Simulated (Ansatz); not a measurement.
**HfSiO₄ under strain: Quadrupolar parameters**

The cell is an entry of the Crystallography Open Database (COD), relaxed with PBE at fixed cell and then changed (z stretched by 1 %, ions relaxed).

```
Hf Si O
1.0
    -3.28625    3.28625    3.01142
     3.28625   -3.28625    3.01142
     3.28625    3.28625   -3.01142
Hf Si O
2 2 8
Direct
  0.75000 0.25000 0.50000
  0.00000 0.00000 0.00000
  0.25000 0.75000 0.50000
  0.50000 0.50000 0.00000
  0.13439 0.31949 0.81490
  0.06949 0.75459 0.68510
  0.50459 0.31949 0.18510
  0.06949 0.38439 0.31490
  0.61561 0.93051 0.68510
  0.68051 0.86561 0.18510
  0.24541 0.93051 0.31490
  0.68051 0.49541 0.81490
```

Atoms are numbered from 1 in the order listed; like atoms form one site, named after its first atom.

Level of theory: DFT, PBE, plane waves and PAW, scalar-relativistic, 420 eV cutoff, Γ-centred 7×7×7 k-points, Fermi–Dirac smearing 0.02 eV (Ansatz 0.2.0).

C_Q = eQV_zz/h, which is 24.18 MHz for Q = 1 b and V_zz = 10²¹ V/m²; η = (V_xx − V_yy)/V_zz. Directions are in the Cartesian axes of the cell vectors above, for the atom listed; none is given where the gradient is under 0.02 or η is above 0.95.

```
site  first atom                          first shell  V_zz (10²¹ V/m²)     η  direction of V_zz (x, y, z)
  Hf           1                   8 O at 2.11–2.28 Å             15.88  0.00               0.00 0.00 1.00
  Si           3                        4 O at 1.63 Å             -2.18  0.00               0.00 0.00 1.00
   O           5  1 Si at 1.63 Å, 2 Hf at 2.11–2.28 Å              4.98  0.82               0.00 0.71 0.70
```

An axis of threefold or higher order runs through Hf and Si, so V_zz lies along it and η is zero.

Without spin–orbit coupling the gradients at and beside Hf can be off by some per cent, at some sites by more.
